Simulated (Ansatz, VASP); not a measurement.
# One calculation of Fe, two programs

```
CELL_PARAMETERS angstrom
2.16732 -4.58940 0.00000
2.16732 4.58940 0.00000
0.00000 0.00000 2.51972
ATOMIC_POSITIONS crystal
Fe 0.13143 0.86857 0.99997
Fe 0.63143 0.36857 0.50003
Fe 0.86857 0.13143 0.00003
Fe 0.36857 0.63143 0.49997
```

Alike in both runs: functional r2SCAN; k mesh 6 × 6 × 4; occupations gaussian, width 0.1 eV; collinear spin.

Ansatz relaxed the structure, and its values are those at the end. VASP's run is a single point on that final structure, the one shown.

|  | VASP | Ansatz |
| --- | --- | --- |
| version | VASP 6.6.1 | Ansatz 0.2.0 |
| potentials or method | VASP PAW PBE potentials, release 64 (Fe) | scalar-relativistic, plane waves, PAW |
| plane-wave cutoff (eV) | 520 | 500 |
| valence electrons in the cell | 32 | 64 |

VASP gave:

| Item | Value |
| --- | --- |
| gap on the k mesh at the Fermi level (eV) | none |
| pressure (GPa) | -0.1 |
| rms of the force components (eV/Å) | 0.016 |
| net moment per atom (μB) | 2.78 |
| size of the moment on the site where the two differ most (μB) | 2.82 |

Task: Estimate Ansatz's values.

Result: gap on the k mesh at the Fermi level (eV): none; pressure (GPa): 0.1; rms of the force components (eV/Å): 0.013; net moment per atom (μB): 2.78; size of the moment on the site where the two differ most (μB): 2.86.

Site moments also hang on the region over which each program counts them. A gap of «none» marks a metal or a gap that the smearing closes. With one functional, cell and mesh, what is left measures potentials, basis and numerics. The two sets of potentials don't hold the same shells in valence.

Caveats: the k mesh is coarse (spacing up to 0.62 Å⁻¹), so the values aren't converged; the PAW data sets were made with another functional, which shifts forces and pressure a little (VASP).
